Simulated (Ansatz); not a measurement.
# TiO2 (Baddeleyite): the cost of one run

Program: Ansatz 0.2.0. Level of theory: DFT, PBE, plane-wave PAW, default files, scalar-relativistic, as far as a step names no other. These are calculated values, not measurements.

### 1 The structure to begin with

It takes space group P2_1/c (No. 14, monoclinic). The conventional cell has a = 4.589 Å, b = 4.849 Å, c = 4.736 Å, α = 90.00°, β = 98.60°, γ = 90.00°. Ti (site symmetry 1) has 6 O at 1.82 to 2.11 Å as nearest neighbours. Around O (site symmetry 1) lie 2 Ti at 1.92 to 1.93 Å. Around O (site symmetry 1) lie 4 Ti at 1.82 to 2.11 Å.

Coordinates:

```cif
data_structure
_symmetry_space_group_name_H-M 'P2_1/c'
_symmetry_Int_Tables_number 14
_cell_length_a 4.5890
_cell_length_b 4.8490
_cell_length_c 4.7360
_cell_angle_alpha 90.000
_cell_angle_beta 98.600
_cell_angle_gamma 90.000
_cell_volume 104.20
loop_
_atom_site_label
_atom_site_type_symbol
_atom_site_symmetry_multiplicity
_atom_site_Wyckoff_symbol
_atom_site_fract_x
_atom_site_fract_y
_atom_site_fract_z
_atom_site_occupancy
Ti1 Ti 4 e 0.30900 0.04500 0.21800 1
O1 O 4 e 0.05600 0.34700 0.28200 1
O2 O 4 e 0.42500 0.72700 0.46300 1
```

The earlier run gave: gap on the mesh 1.24 eV, largest force 5.965 eV/Å, pressure 33.6 GPa.

Site by site (atoms counted from 1):

| site | atoms | first shell | V_zz (10²¹ V/m²) | η | C_Q (MHz) |
| --- | --- | --- | --- | --- | --- |
| Ti | 1, 2, 3, 4 | 7 O at 1.82–2.27 Å | 8.19 | 0.68 | 48.9 (⁴⁹Ti) |
| O5 | 5, 6, 7, 8 | 3 Ti at 1.92–2.27 Å; also 3 Ti at 3.07–3.29 Å | 3.90 | 0.90 | -2.41 (¹⁷O) |
| O9 | 9, 10, 11, 12 | 4 Ti at 1.82–2.11 Å | 2.85 | 0.12 | -1.77 (¹⁷O) |

V_zz is the principal component of the electric field gradient with the largest magnitude, η = (V_xx − V_yy)/V_zz and C_Q = eQV_zz/h. Quadrupole moments are those of Pyykkö's year-2017 table.

### 2 Ions relaxed at fixed cell

input.yaml reads:

```yaml
crystal:
  lattice:
    - [4.589, 0.0, 0.0]
    - [0.0, 4.849, 0.0]
    - [-0.7081993865, 0.0, 4.6827502206]
  atoms:
    - { symbol: Ti, position: [0.309, 0.045, 0.218] }
    - { symbol: Ti, position: [0.691, 0.545, 0.282] }
    - { symbol: Ti, position: [0.691, 0.955, 0.782] }
    - { symbol: Ti, position: [0.309, 0.455, 0.718] }
    - { symbol: O, position: [0.056, 0.347, 0.282] }
    - { symbol: O, position: [0.944, 0.847, 0.218] }
    - { symbol: O, position: [0.944, 0.653, 0.718] }
    - { symbol: O, position: [0.056, 0.153, 0.782] }
    - { symbol: O, position: [0.425, 0.727, 0.463] }
    - { symbol: O, position: [0.575, 0.227, 0.037] }
    - { symbol: O, position: [0.575, 0.273, 0.537] }
    - { symbol: O, position: [0.425, 0.773, 0.963] }
kpoints:
  mp_grid: { grid: [7, 6, 7] }
scf:
  occupations: { method: fermi_dirac, width: 0.02 }
hamiltonian:
  xc: pbe
  pseudopotentials: { kind: paw }
output:
  forces: true
  stress: true
  populations: true
  efg:
    quadrupole_moments_barn: { Ti: 0.247, O: -0.02558 }
    contact_densities: true
  write_density: true
  write_potential: true
  elf: true
  volumetric_format: npy
relax:
  f_tol: 0.02
  max_steps: 60
```

The run is started by

```
ansatz run input.yaml --threads 4 --pin off --max-ram 8192MiB --backend cpu --events-out ev --progress --plain --runs-dir out
```

What time and memory should one allow on 4 threads of AMD EPYC 9R45 (Zen 5), shared host?

About 14 s, with a peak of 0.92 GiB.
